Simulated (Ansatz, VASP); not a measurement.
One calculation of AlN, two programs

```
CELL_PARAMETERS angstrom
3.14717 0.00000 0.00000
-1.57358 2.72553 0.00000
0.00000 0.00000 4.08502
ATOMIC_POSITIONS crystal
Al 0.33333 0.66667 0.75000
Al 0.66667 0.33333 0.25000
N 0.33333 0.66667 0.25000
N 0.66667 0.33333 0.75000
```

Alike in both runs: task single point; functional PBE; k mesh 9 × 9 × 6; occupations gaussian, width 0.05 eV; no spin polarisation.

|  | VASP | Ansatz |
| --- | --- | --- |
| version | VASP 6.6.1 | Ansatz 0.2.0 |
| potentials or method | VASP PAW PBE potentials, release 64 (Al, N) | scalar-relativistic, plane waves, PAW |
| plane-wave cutoff (eV) | 520 | 520 |
| valence electrons in the cell | 16 | 16 |

|  | VASP | Ansatz | Ansatz less VASP |
| --- | --- | --- | --- |
| gap on the k mesh at the Fermi level (eV) | 4.19 | 4.17 | -0.016 |
| least direct gap on the mesh (eV) | 4.19 | 4.17 | -0.016 |

With one functional, cell and mesh, what is left measures potentials, basis and numerics.

Caveats: an odd mesh through Γ misses points on the zone boundary, where band edges often lie.
